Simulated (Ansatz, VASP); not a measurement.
## AlCo in VASP and in Ansatz

```xyz
2
Lattice="2.8415 0.0000 0.0000 0.0000 2.8415 0.0000 0.0000 0.0000 2.8415" Properties=species:S:1:pos:R:3 pbc="T T T"
Al    0.0000    0.0000    0.0000
Co    1.4207    1.4207    1.4207
```

Alike in both runs: functional PBE; k mesh 14 × 14 × 14; occupations gaussian, width 0.1 eV; no spin polarisation.

Ansatz relaxed the structure, and its values are those at the end. VASP's run is a single point on that final structure, the one shown.

|  | VASP | Ansatz |
| --- | --- | --- |
| version | VASP 6.6.1 | Ansatz 0.2.0 |
| potentials or method | VASP PAW PBE potentials, release 64 (Al, Co) | scalar-relativistic, plane waves, PAW |
| plane-wave cutoff (eV) | 520 | 420 |
| valence electrons in the cell | 12 | 20 |

```csv
,VASP,Ansatz,Ansatz less VASP
gap on the k mesh at the Fermi level (eV),none,none,-
pressure (GPa),2.0,2.0,+0.03
```

A gap of «none» marks a metal or a gap that the smearing closes. The functional is the same, so the differences come from potentials, cutoffs and numerics. The two sets of potentials don't hold the same shells in valence.

Spin polarisation is off, so any magnetic state and its effect on volume and gap are missing.
